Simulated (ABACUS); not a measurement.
Crystal: Si2Mo.

```
CELL_PARAMETERS angstrom
-1.60000 1.60000 3.93050
1.60000 -1.60000 3.93050
1.60000 1.60000 -3.93050
ATOMIC_POSITIONS crystal
Mo 0.00000 0.00000 0.00000
Si 0.66700 0.66700 0.00000
Si 0.33300 0.33300 0.00000
```

| Property | Result |
| --- | --- |
| Program | ABACUS 3.10.1 |
| Task | single point |
| Functional | PBE |
| Potentials or basis | PseudoDojo NC SR 0.4.1 PBE standard |
| Cutoff | 1361 eV |
| Density cutoff | 5442 eV |
| Basis | DZP LCAO (the cutoffs set its grid) |
| k mesh | 12 × 12 × 12 |
| Occupations | fermi-dirac, width 0.05 eV |
| Spin | no spin polarisation |

On this cell: pressure 3.2 GPa; largest force 0.256 eV/Å; band gap on the k mesh none (metal or under the smearing width).

The same run follows on a disturbed copy (atoms moved at random, drawn with an rms of 0.05 Å):

```
Mo Si
1.0
    -1.60000    1.60000    3.93050
     1.60000   -1.60000    3.93050
     1.60000    1.60000   -3.93050
Mo Si
1 2
Cartesian
  -0.0147 0.0359 0.0506
  0.0664 0.0136 5.2950
  0.0405 -0.0037 2.6189
```

Problem. What changes?

Solution. The energy (extrapolated to zero smearing) moves by +19.4 meV/atom; pressure 3.4 GPa; largest force 0.917 eV/Å; band gap on the k mesh none (metal or under the smearing width).

Forces on the atoms (eV/Å):
```
Mo   0.641 -0.285 -0.362
Si  -0.506  0.048 -0.513
Si  -0.135  0.237  0.875
```

Stress tensor (GPa, compression positive):
```
 3.72 -0.32 -0.29
-0.32  3.92  0.05
-0.29  0.05  2.60
```

Caveats: the atomic orbitals were generated for these runs and aren't a published set; the basis of atomic orbitals isn't converged, which shifts pressures, moduli and gaps.
